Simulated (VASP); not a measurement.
**VASP 6.6.1, PBE single-point calculation, KI (strained database structure)**

INCAR

```
LWAVE = .FALSE.
NSW = 0
NELM = 120
NBANDS = 24
EDIFF = 1E-7
ISIF = 2
LELF = .TRUE.
PREC = Accurate
IBRION = -1
LREAL = .FALSE.
SIGMA = 0.02
GGA = PE
LASPH = .TRUE.
LCHARG = .TRUE.
ISMEAR = -1
ENCUT = 520
```

KPOINTS

```
KPOINTS created by Atomic Simulation Environment
0
Gamma
6 6 4
0 0 0
```

KPOINTS_OPT

```
special points
6
Reciprocal
0.0000000000 0.0000000000 0.0000000000 1
0.0000260029 0.4999934990 0.0000000000 1
-0.3332943289 0.6666406635 0.0000000000 1
0.0000000000 0.0000000000 0.5000000000 1
0.0000260029 0.4999934990 0.5000000000 1
-0.3332943289 0.6666406635 0.5000000000 1
```

POSCAR

```
K  I
 1.0000000000000000
     2.3320033820999999   -4.0387282402000002    0.0000000000000000
     2.3320033820999999    4.0387282402000002    0.0000000000000000
     0.0000000000000000    0.0000000000000000    8.9017267809000007
 K   I
   2   2
Cartesian
  2.3320033820999999  0.0000000000000000  4.4508633904500003
  2.3320033820999999  0.0000000000000000  0.0000000000000000
  2.3320033820999999 -2.6930026046915829  2.2254316952250002
  2.3320033820999999  2.6930026046915829  6.6762950856750010
```

VASP ran with the recommended PBE PAW datasets (32 valence electrons in the cell).

Command

```
mpirun -np 1 vasp_std
```

From OUTCAR

```
k-points           NKPTS =     39   k-points in BZ     NKDIM =     39   number of bands    NBANDS=     24

   NELECT =      32.0000    total number of electrons

   dimension x,y,z NGX =    36 NGY =   36 NGZ =   70
   dimension x,y,z NGXF=    72 NGYF=   72 NGZF=  140

  energy-cutoff  :      520.00
  volume of cell :      167.68
      direct lattice vectors                 reciprocal lattice vectors
     2.332003382 -4.038728240  0.000000000     0.214407922 -0.123801348  0.000000000
     2.332003382  4.038728240  0.000000000     0.214407922  0.123801348  0.000000000
     0.000000000  0.000000000  8.901726781     0.000000000  0.000000000  0.112337755

 k-points in reciprocal lattice and weights: KPOINTS created by Atomic Simulation Env
   0.00000000  0.00000000  0.00000000       0.007
   0.16666667  0.00000000  0.00000000       0.028
   0.33333333 -0.00000000  0.00000000       0.028
   0.50000000 -0.00000000  0.00000000       0.014
   0.16666667  0.16666667  0.00000000       0.014
   0.33333333  0.16666667  0.00000000       0.028
   0.50000000  0.16666667  0.00000000       0.028
  -0.33333333  0.16666667  0.00000000       0.028
   ...

 E-fermi :   0.5344

 k-point     1 :       0.0000    0.0000    0.0000
  band No.  band energies     occupation
      1     -28.6399      2.00000
      2     -28.6366      2.00000
      3     -12.3304      2.00000
      4     -12.1348      2.00000
      5     -12.1348      2.00000
      6     -12.1253      2.00000
      7     -12.1253      2.00000
      8     -12.1074      2.00000
      9     -10.6844      2.00000
     10     -10.3753      2.00000
     11      -1.6022      2.00000
     12      -0.4049      2.00000
     13      -0.1554      2.00000
     14      -0.1550      2.00000
     15       0.0940      2.00000
     16       0.0945      2.00000
     17       3.8422      0.00000
     18       5.5250      0.00000
     19       5.6811      0.00000
     20       6.8764      0.00000
     21       6.8773      0.00000
     22       6.9251      0.00000
     23       6.9254      0.00000
     24       7.3980      0.00000

 k-point     2 :       0.1667    0.0000    0.0000
  band No.  band energies     occupation
      1     -28.6391      2.00000
      2     -28.6358      2.00000
      3     -12.2971      2.00000
      4     -12.1800      2.00000
      5     -12.1432      2.00000
      6     -12.1394      2.00000
      7     -12.1290      2.00000
      8     -12.1038      2.00000
      9     -10.6029      2.00000
     10     -10.3943      2.00000
     11      -1.4443      2.00000
     12      -0.4641      2.00000
     13      -0.4496      2.00000
     14      -0.4176      2.00000
     15      -0.2078      2.00000
     16      -0.0109      2.00000
     17       4.3819      0.00000
     18       5.6861      0.00000
     19       6.1537      0.00000
     20       6.7068      0.00000
     21       7.0948      0.00000
     22       7.1410      0.00000
     23       7.1469      0.00000
     24       7.3152      0.00000

 k-point     3 :       0.3333   -0.0000    0.0000
  band No.  band energies     occupation
      1     -28.6373      2.00000
      2     -28.6342      2.00000
      3     -12.2767      2.00000
      4     -12.2093      2.00000
      5     -12.1784      2.00000
      6     -12.1484      2.00000
      7     -12.1364      2.00000
      8     -12.0965      2.00000
      9     -10.4907      2.00000
     10     -10.3924      2.00000
     11      -1.1948      2.00000
     12      -1.0827      2.00000
     13      -0.9254      2.00000
     14      -0.5984      2.00000
     15      -0.3102      2.00000
     16      -0.2015      2.00000
     17       5.1941      0.00000
     18       5.4091      0.00000
     19       5.9079      0.00000
     20       7.0626      0.00000
     21       7.1302      0.00000
     22       7.4257      0.00000
     23       7.6950      0.00000
     24       8.3182      0.00000

 k-point     4 :       0.5000   -0.0000    0.0000
  band No.  band energies     occupation
      1     -28.6365      2.00000
      2     -28.6334      2.00000
      3     -12.3090      2.00000
      4     -12.1958      2.00000
      5     -12.1752      2.00000
      6     -12.1529      2.00000
      7     -12.1401      2.00000
      8     -12.0929      2.00000
      9     -10.4965      2.00000
     10     -10.3338      2.00000
     11      -1.5139      2.00000
     12      -1.1318      2.00000
     13      -0.7792      2.00000
     14      -0.7693      2.00000
     15      -0.3612      2.00000
     16      -0.2872      2.00000
     17       5.0620      0.00000
     18       5.4769      0.00000
     19       5.8350      0.00000
     20       6.9356      0.00000
     21       7.2609      0.00000
     22       7.9441      0.00000
     23       8.0215      0.00000
     24       8.5009      0.00000

 k-point     5 :       0.1667    0.1667    0.0000
  band No.  band energies     occupation
      1     -28.6378      2.00000
      2     -28.6346      2.00000
      3     -12.2475      2.00000
      4     -12.2341      2.00000
      5     -12.1661      2.00000
      6     -12.1511      2.00000
      7     -12.1381      2.00000
      8     -12.0983      2.00000
      9     -10.4898      2.00000
     10     -10.4197      2.00000
     11      -1.1847      2.00000
     12      -0.9471      2.00000
     13      -0.7695      2.00000
     14      -0.5568      2.00000
     15      -0.3717      2.00000
     16      -0.2371      2.00000
     17       5.0530      0.00000
     18       6.1485      0.00000
     19       6.2047      0.00000
     20       6.5012      0.00000
     21       6.5507      0.00000
     22       7.4226      0.00000
     23       7.5865      0.00000
     24       7.9495      0.00000

 k-point     6 :       0.3333    0.1667    0.0000
  band No.  band energies     occupation
      1     -28.6365      2.00000
      2     -28.6334      2.00000
      3     -12.2805      2.00000
      4     -12.1932      2.00000
      5     -12.1864      2.00000
      6     -12.1677      2.00000
      7     -12.1496      2.00000
      8     -12.0930      2.00000
      9     -10.4561      2.00000
     10     -10.3705      2.00000
     11      -1.3460      2.00000
     12      -1.0400      2.00000
     13      -0.8657      2.00000
     14      -0.6803      2.00000
     15      -0.5660      2.00000
     16      -0.4795      2.00000
     17       5.5980      0.00000
     18       5.8245      0.00000
     19       5.9707      0.00000
     20       6.6891      0.00000
     21       7.0497      0.00000
     22       7.3959      0.00000
     23       7.9111      0.00000
     24       8.4233      0.00000

 k-point     7 :       0.5000    0.1667    0.0000
  band No.  band energies     occupation
      1     -28.6365      2.00000
      2     -28.6334      2.00000
      3     -12.2805      2.00000
      4     -12.1933      2.00000
      5     -12.1864      2.00000
      6     -12.1677      2.00000
      7     -12.1496      2.00000
      8     -12.0930      2.00000
      9     -10.4561      2.00000
     10     -10.3705      2.00000
     11      -1.3460      2.00000
     12      -1.0401      2.00000
     13      -0.8656      2.00000
     14      -0.6804      2.00000
     15      -0.5661      2.00000
     16      -0.4794      2.00000
     17       5.5981      0.00000
     18       5.8243      0.00000
     19       5.9707      0.00000
     20       6.6896      0.00000
     21       7.0496      0.00000
     22       7.3955      0.00000
     23       7.9106      0.00000
     24       8.4227      0.00000

 k-point     8 :      -0.3333    0.1667    0.0000
  band No.  band energies     occupation
      1     -28.6378      2.00000
      2     -28.6346      2.00000
      3     -12.2475      2.00000
      4     -12.2340      2.00000
      5     -12.1661      2.00000
      6     -12.1511      2.00000
      7     -12.1381      2.00000
      8     -12.0983      2.00000
      9     -10.4899      2.00000
     10     -10.4196      2.00000
     11      -1.1846      2.00000
     12      -0.9470      2.00000
     13      -0.7696      2.00000
     14      -0.5568      2.00000
     15      -0.3719      2.00000
     16      -0.2372      2.00000
     17       5.0533      0.00000
     18       6.1484      0.00000
     19       6.2043      0.00000
     20       6.5012      0.00000
     21       6.5509      0.00000
     22       7.4221      0.00000
     23       7.5867      0.00000
     24       7.9484      0.00000

 ...

  Total        1.7085234      1.7068816      0.5764374      0.0000000      0.0000000      0.0000000
  in kB       16.3250097     16.3093220      5.5078825      0.0000000      0.0000000      0.0000000
  external PRESSURE =      12.7140714 kB  Pullay stress =       0.0000000 kB

 POSITION                                       TOTAL-FORCE (eV/Angst)
 -----------------------------------------------------------------------------------
      2.33200      0.00000      4.45086         0.000000      0.000000      0.000000
      2.33200      0.00000      0.00000         0.000000      0.000000      0.000000
      2.33200     -2.69300      2.22543        -0.000000      0.000471     -0.000000
      2.33200      2.69300      6.67630        -0.000000     -0.000471      0.000000
 -----------------------------------------------------------------------------------
    total drift:                                0.000000      0.000000      0.000000

  FREE ENERGIE OF THE ION-ELECTRON SYSTEM (eV)
  ---------------------------------------------------
  free  energy   TOTEN  =       -10.9528816569 eV

  energy  without entropy=      -10.9528816569  energy(sigma->0) =      -10.95288166
```

The gap between bands v and c is 3.75 eV. The least direct gap is 3.75 eV. The pressure is 1.3 GPa.

Band v is the last that the valence electrons fill when counted band by band, and c is the next.

The run took about 3 min on one core of a shared host (Intel Xeon Platinum 8488C) and held 0.42 GiB at most.
